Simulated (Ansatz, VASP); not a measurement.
**One calculation of Ta3N2, two programs**

```
Ta N
1.0
     2.94046    0.00000    0.00000
    -1.47023    2.54651    0.00000
     0.00000    0.00000    8.61474
Ta N
3 2
Direct
  0.00000 0.00000 0.33724
  0.00000 0.00000 0.66276
  0.00000 0.00000 0.00000
  0.66667 0.33333 0.83503
  0.66667 0.33333 0.16497
```

Alike in both runs: functional PBE; k mesh 6 × 6 × 4; occupations gaussian, width 0.1 eV; no spin polarisation.

Ansatz relaxed the structure, and its values are those at the end. VASP's run is a single point on that final structure, the one shown.

|  | VASP | Ansatz |
| --- | --- | --- |
| version | VASP 6.6.1 | Ansatz 0.2.0 |
| potentials or method | VASP PAW PBE potentials, release 64 (Ta_pv, N) | scalar-relativistic, plane waves, PAW |
| plane-wave cutoff (eV) | 520 | 420 |
| valence electrons in the cell | 43 | 49 |

VASP gave:

| Quantity | Value |
| --- | --- |
| gap on the k mesh at the Fermi level (eV) | none |
| pressure (GPa) | 0.4 |
| rms of the force components (eV/Å) | 0.009 |

Question: Estimate Ansatz's values.

Answer: gap on the k mesh at the Fermi level (eV): none; pressure (GPa): -0.1; rms of the force components (eV/Å): 0.005.

A gap of «none» marks a metal or a gap that the smearing closes. The two sets of potentials don't hold the same shells in valence.

Caveats: the k mesh is coarse (spacing up to 0.41 Å⁻¹), so the values aren't converged. The runs have no spin-orbit coupling, so splittings on Ta are missing.
